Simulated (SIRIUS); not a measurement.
# Ru (P6_3/mmc) in SIRIUS: convergence with k mesh

Aim: find how far k mesh must go before the results for Ru settle, at PBEsol. This setting moves, with any that are tied to it; all else stays.

All numbers are computed with SIRIUS 7.12.0; they aren't measurements. Logs are shortened: lines on timing, memory, paths and dates and some standing lists are left out, and cuts for length are marked. The log counts tension as positive stress, the text compression.

## Step 1: Starting point

The structure is hexagonal, space group P6_3/mmc (No. 194). Conventional cell: a = 2.706 Å, b = 2.706 Å, c = 4.282 Å, α = 90.00°, β = 90.00°, γ = 120.00°. Ru (site symmetry -6m2) is surrounded by 12 Ru at 2.65 to 2.71 Å.

## Step 2: With k mesh 3 × 3 × 2

The input, sirius.json:

```json
{
  "control": {
    "processing_unit": "cpu",
    "verbosity": 2,
    "num_bands_to_print": 25,
    "print_forces": true,
    "print_stress": true
  },
  "parameters": {
    "electronic_structure_method": "pseudopotential",
    "xc_functionals": ["XC_GGA_X_PBE_SOL", "XC_GGA_C_PBE_SOL"],
    "gk_cutoff": 6.4,
    "pw_cutoff": 20.0,
    "ngridk": [3, 3, 2],
    "shiftk": [0, 0, 0],
    "smearing": "cold",
    "smearing_width": 0.0018374661,
    "num_bands": 25,
    "num_mag_dims": 0,
    "num_dft_iter": 100,
    "energy_tol": 1e-08,
    "density_tol": 1e-06
  },
  "iterative_solver": {
    "type": "davidson",
    "min_tolerance": 1e-10
  },
  "mixer": {
    "type": "anderson",
    "beta": 0.7,
    "max_history": 8
  },
  "settings": {
    "tol_ne": 1e-10
  },
  "unit_cell": {
    "lattice_vectors": [
      [1.0, 0.0, 0.0],
      [-0.5, 0.866025403799, 0.0],
      [0.0, 0.0, 1.582489467071]
    ],
    "lattice_vectors_scale": 5.113220948,
    "atom_coordinate_units": "lattice",
    "atom_types": ["Ru"],
    "atom_files": {
      "Ru": "Ru.json"
    },
    "atoms": {
      "Ru": [
        [0.6666666667, 0.3333333333, 0.75],
        [0.3333333333, 0.6666666667, 0.25]
      ]
    }
  }
}
```

Potentials or basis: GBRV 1.5 PBEsol (ultrasoft).

Started as:

```bash
$ upf_to_json ru_pbesol_v1.2.uspp.F.UPF
$ OMP_NUM_THREADS=1 sirius.scf --input=sirius.json --output=out.json --task=0
```

It took 4.6 s on 1 thread of AMD EPYC 9R45 (Zen 5), shared host; peak memory 0.17 GiB.

What came out:

- Free energy: -5284.7913 eV
- Pressure: 2.0 GPa
- Band gap on the k mesh: none (metal or under the smearing width)

## Step 3: With k mesh 4 × 4 × 2

sirius.json: that of step 2 with these lines changed.

```diff
@@ -13,3 +13,3 @@
     "pw_cutoff": 20.0,
-    "ngridk": [3, 3, 2],
+    "ngridk": [4, 4, 2],
     "shiftk": [0, 0, 0],
@@ -37,7 +37,6 @@
     "lattice_vectors": [
-      [1.0, 0.0, 0.0],
-      [-0.5, 0.866025403799, 0.0],
-      [0.0, 0.0, 1.582489467071]
+      [5.113220948012, 0.0, 0.0],
+      [-2.556610474006, 4.428179236217, 0.0],
+      [0.0, 0.0, 8.091618293035]
     ],
-    "lattice_vectors_scale": 5.113220948,
     "atom_coordinate_units": "lattice",
```

Potentials or basis: GBRV 1.5 PBEsol (ultrasoft).

Started as:

```bash
$ upf_to_json ru_pbesol_v1.2.uspp.F.UPF
$ OMP_NUM_THREADS=1 sirius.scf --input=sirius.json --output=out.json --task=0
```

Run time: 5 s. Hardware: 1 thread of AMD EPYC 9R45 (Zen 5), shared host; peak memory 0.17 GiB.

Results:

```yaml
Free_energy: -5286.0727 eV
Pressure: -10.4 GPa
Band_gap_on_the_k_mesh: none (metal or under the smearing width)
```

## Step 4: With k mesh 6 × 6 × 3

sirius.json: that of step 3 with these lines changed.

```diff
@@ -13,3 +13,3 @@
     "pw_cutoff": 20.0,
-    "ngridk": [4, 4, 2],
+    "ngridk": [6, 6, 3],
     "shiftk": [0, 0, 0],
```

Started as:

```bash
$ upf_to_json ru_pbesol_v1.2.uspp.F.UPF
$ OMP_NUM_THREADS=1 sirius.scf --input=sirius.json --output=out.json --task=0
```

Run time: 5.7 s. Hardware: 1 thread of AMD EPYC 9R45 (Zen 5), shared host; peak memory 0.19 GiB.

What came out:

```
Free energy            : -5285.6311 eV
Pressure               : -6.0 GPa
Band gap on the k mesh : none (metal or under the smearing width)
```

## Step 5: With k mesh 8 × 8 × 4

sirius.json: that of step 4 with these lines changed.

```diff
@@ -13,3 +13,3 @@
     "pw_cutoff": 20.0,
-    "ngridk": [6, 6, 3],
+    "ngridk": [8, 8, 4],
     "shiftk": [0, 0, 0],
```

Started as:

```bash
$ upf_to_json ru_pbesol_v1.2.uspp.F.UPF
$ OMP_NUM_THREADS=1 sirius.scf --input=sirius.json --output=out.json --task=0
```

It took 9.8 s on 1 thread of AMD EPYC 9R45 (Zen 5), shared host; peak memory 0.21 GiB.

Results (log left out):

| Property | Result |
| --- | --- |
| Free energy | -5285.7386 eV |
| Pressure | -6.9 GPa |
| Band gap on the k mesh | none (metal or under the smearing width) |

## Step 6: With k mesh 9 × 9 × 5

sirius.json: that of step 5 with these lines changed.

```diff
@@ -13,3 +13,3 @@
     "pw_cutoff": 20.0,
-    "ngridk": [8, 8, 4],
+    "ngridk": [9, 9, 5],
     "shiftk": [0, 0, 0],
```

Potentials or basis: GBRV 1.5 PBEsol (ultrasoft).

Started as:

```bash
$ upf_to_json ru_pbesol_v1.2.uspp.F.UPF
$ OMP_NUM_THREADS=1 sirius.scf --input=sirius.json --output=out.json --task=0
```

Wall time 11 s (1 thread of AMD EPYC 9R45 (Zen 5), shared host); peak memory 0.22 GiB.

The run converged. Its results:

| Item | Value |
| --- | --- |
| Free energy | -5285.7350 eV |
| Pressure | -7.0 GPa |
| Band gap on the k mesh | none (metal or under the smearing width) |

## Step 7: With k mesh 11 × 11 × 6

sirius.json: that of step 6 with these lines changed.

```diff
@@ -13,3 +13,3 @@
     "pw_cutoff": 20.0,
-    "ngridk": [9, 9, 5],
+    "ngridk": [11, 11, 6],
     "shiftk": [0, 0, 0],
@@ -37,6 +37,7 @@
     "lattice_vectors": [
-      [5.113220948012, 0.0, 0.0],
-      [-2.556610474006, 4.428179236217, 0.0],
-      [0.0, 0.0, 8.091618293035]
+      [1.0, 0.0, 0.0],
+      [-0.5, 0.866025403799, 0.0],
+      [0.0, 0.0, 1.582489467071]
     ],
+    "lattice_vectors_scale": 5.113220948,
     "atom_coordinate_units": "lattice",
```

Started as:

```bash
$ upf_to_json ru_pbesol_v1.2.uspp.F.UPF
$ OMP_NUM_THREADS=1 sirius.scf --input=sirius.json --output=out.json --task=0
```

It took 15 s on 1 thread of AMD EPYC 9R45 (Zen 5), shared host; peak memory 0.26 GiB.

Results (log left out):

```yaml
Free_energy: -5285.6971 eV
Pressure: -6.7 GPa
Band_gap_on_the_k_mesh: none (metal or under the smearing width)
```

## Step 8: With k mesh 14 × 14 × 8

sirius.json: that of step 7 with these lines changed.

```diff
@@ -13,3 +13,3 @@
     "pw_cutoff": 20.0,
-    "ngridk": [11, 11, 6],
+    "ngridk": [14, 14, 8],
     "shiftk": [0, 0, 0],
```

Started as:

```bash
$ upf_to_json ru_pbesol_v1.2.uspp.F.UPF
$ OMP_NUM_THREADS=1 sirius.scf --input=sirius.json --output=out.json --task=0
```

Wall time 26 s (1 thread of AMD EPYC 9R45 (Zen 5), shared host); peak memory 0.35 GiB.

Results (log left out):

- Free energy: -5285.7021 eV
- Pressure: -6.7 GPa
- Band gap on the k mesh: none (metal or under the smearing width)

## Step 9: With k mesh 16 × 16 × 9

sirius.json: that of step 8 with these lines changed.

```diff
@@ -13,3 +13,3 @@
     "pw_cutoff": 20.0,
-    "ngridk": [14, 14, 8],
+    "ngridk": [16, 16, 9],
     "shiftk": [0, 0, 0],
@@ -37,7 +37,6 @@
     "lattice_vectors": [
-      [1.0, 0.0, 0.0],
-      [-0.5, 0.866025403799, 0.0],
-      [0.0, 0.0, 1.582489467071]
+      [5.113220948012, 0.0, 0.0],
+      [-2.556610474006, 4.428179236217, 0.0],
+      [0.0, 0.0, 8.091618293035]
     ],
-    "lattice_vectors_scale": 5.113220948,
     "atom_coordinate_units": "lattice",
```

Potentials or basis: GBRV 1.5 PBEsol (ultrasoft).

Started as:

```bash
$ upf_to_json ru_pbesol_v1.2.uspp.F.UPF
$ OMP_NUM_THREADS=1 sirius.scf --input=sirius.json --output=out.json --task=0
```

What it wrote:

```text
[info] SIRIUS version : 7.12.0
[info] number of MPI ranks           : 1
[info] MPI grid                      : 1 1
[info] maximum number of OMP threads : 1
[fft] FFT context for density and potential
[fft] =====================================
[fft]   comm size                             : 1
[fft]   plane wave cutoff                     : 20
[fft]   grid size                             : 36 36 54   total : 69984
[fft]   grid limits                           : -17 18   -17 18   -26 27
[fft]   number of G-vectors within the cutoff : 12338
[fft]   local number of G-vectors             : 12338
[fft]   number of G-shells                    : 1300
[fft] FFT context for coarse grid
[fft] =====================================
[fft]   comm size                             : 1
[fft]   plane wave cutoff                     : 12.8
[fft]   grid size                             : 24 24 36   total : 20736
[fft]   grid limits                           : -11 12   -11 12   -17 18
[fft]   number of G-vectors within the cutoff : 3263
[fft]   local number of G-vectors             : 3263
[fft]   number of G-shells                    : 388
[unit cell] lattice vectors
[unit cell]   a1 :       5.1132209480      0.0000000000      0.0000000000
[unit cell]   a2 :      -2.5566104740      4.4281792362      0.0000000000
[unit cell]   a3 :       0.0000000000      0.0000000000      8.0916182930
[unit cell] reciprocal lattice vectors
[unit cell]   b1 :       1.2288116182      0.7094547185     -0.0000000000
[unit cell]   b2 :       0.0000000000      1.4189094370      0.0000000000
[unit cell]   b3 :       0.0000000000     -0.0000000000      0.7765054010
[unit cell] unit cell volume :       183.21251576 [a.u.^3]
[unit cell] 1/sqrt(omega)    :         0.07387924
[unit cell] MT volume        :         0.00000000 ( 0.00%)
[unit cell] IT volume        :       183.21251576 (100.00%)
[unit cell] number of atom types : 1
[unit cell] type id : 0 symbol : Ru mt_radius : 203.529359 num_atoms : 2
[unit cell] total number of atoms : 2
[unit cell] number of symmetry classes : 1
[unit cell] number of PAW atoms : 0
[unit cell] atom id  type id  class id             position                      vector_field
[... 414 lines left out ...]
[ground_state] -61285.475065    0.000000    0.000000
[ground_state]     0.000000-61285.475062   -0.000000
[ground_state]     0.000000   -0.000000-61183.134132
[ground_state] === stress_har ===
[ground_state] -14473.787821    0.000000    0.000000
[ground_state]     0.000000-14473.787820    0.000000
[ground_state]     0.000000    0.000000-16127.861640
[ground_state] === stress_ewald ===
[ground_state] 88937.986804    0.000000   -0.000000
[ground_state]     0.00000088937.986801   -0.000000
[ground_state]    -0.000000   -0.00000085469.389956
[ground_state] === stress_vloc ===
[ground_state] 40073.589296    0.000000    0.000000
[ground_state]     0.00000040073.589295    0.000000
[ground_state]     0.000000    0.00000045023.779759
[ground_state] === stress_xc ===
[ground_state]  2695.144444    0.000000    0.000000
[ground_state]     0.000000 2695.144444   -0.000000
[ground_state]     0.000000   -0.000000 2693.146973
[ground_state] === stress_core ===
[ground_state]  9782.643171    0.000000    0.000000
[ground_state]     0.000000 9782.643171   -0.000000
[ground_state]     0.000000   -0.000000 9781.050061
[ground_state] === stress_nonloc ===
[ground_state] -59156.083599    0.000000   -0.000000
[ground_state]     0.000000-59156.083597    0.000000
[ground_state]    -0.000000    0.000000-59086.243891
[ground_state] === stress_us ===
[ground_state] -6514.300349   -0.000000    0.000000
[ground_state]    -0.000000-6514.300348   -0.000000
[ground_state]     0.000000   -0.000000-6483.518942
[ground_state] === stress_us_nl ===
[ground_state] -65670.383947   -0.000000   -0.000000
[ground_state]    -0.000000-65670.383945    0.000000
[ground_state]    -0.000000    0.000000-65569.762832
[ground_state] === stress_total ===
[ground_state]    59.716883    0.000000   -0.000000
[ground_state]     0.000000   59.716883    0.000000
[ground_state]    -0.000000    0.000000   86.608144
[ground_state] ==== total Forces in Ha/bohr =====
[ground_state] atom:    0, force:      -0.0000000     -0.0000000      0.0000000
[ground_state] atom:    1, force:       0.0000000      0.0000000     -0.0000000
[ground_state] ==== ultrasoft contribution from Qij =====
[ground_state] atom:    0, force:       0.0000000      0.0000000      0.0000000
[ground_state] atom:    1, force:       0.0000000      0.0000000      0.0000000
[ground_state] ==== non-local contribution from Beta-projector =====
[ground_state] atom:    0, force:       0.0000000     -0.0000000      0.0000000
[ground_state] atom:    1, force:       0.0000000      0.0000000      0.0000000
[ground_state] ==== contribution from local potential =====
[ground_state] atom:    0, force:      -0.0000000      0.0000000      0.0000000
[ground_state] atom:    1, force:       0.0000000     -0.0000000     -0.0000000
[ground_state] ==== contribution from core density =====
[ground_state] atom:    0, force:       0.0000000      0.0000000      0.0000000
[ground_state] atom:    1, force:       0.0000000      0.0000000      0.0000000
[ground_state] ==== Ewald forces from ions =====
[ground_state] atom:    0, force:       0.0000000      0.0000000      0.0000000
[ground_state] atom:    1, force:       0.0000000      0.0000000     -0.0000000
[~DFT_ground_state] local op. applied: 150297
[~DFT_ground_state] evp. work count: 24096.2
[~DFT_ground_state] number of iterative solver steps: 5074
```

It took 32 s on 1 thread of AMD EPYC 9R45 (Zen 5), shared host; peak memory 0.39 GiB.

Results:

```yaml
Free_energy: -5285.7127 eV
Pressure: -6.9 GPa
Band_gap_on_the_k_mesh: none (metal or under the smearing width)
```

## Step 10: Result

```
     k mesh  energy less the tightest run (meV/atom)  pressure (GPa)  SCF cycles  CPU time (s)  peak memory (GiB)
  3 × 3 × 2                                   460.69            1.97          24           4.6               0.17
  4 × 4 × 2                                  -180.02          -10.40          23             5               0.17
  6 × 6 × 3                                    40.79           -6.03          19           5.7               0.19
  8 × 8 × 4                                   -12.95           -6.85          24           9.8               0.21
  9 × 9 × 5                                   -11.15           -6.99          23            11               0.22
11 × 11 × 6                                     7.79           -6.71          20            15               0.26
14 × 14 × 8                                     5.29           -6.75          20            26               0.35
16 × 16 × 9                                     0.00           -6.87          20            32               0.39
```

Not settled before the last step: the energy (to 1 meV/atom), the pressure (to 0.1 GPa). Meshes of other sizes hit other points, so gaps and Fermi surfaces needn't settle smoothly. The tightest run that finished is the yardstick and may itself not be fully converged.
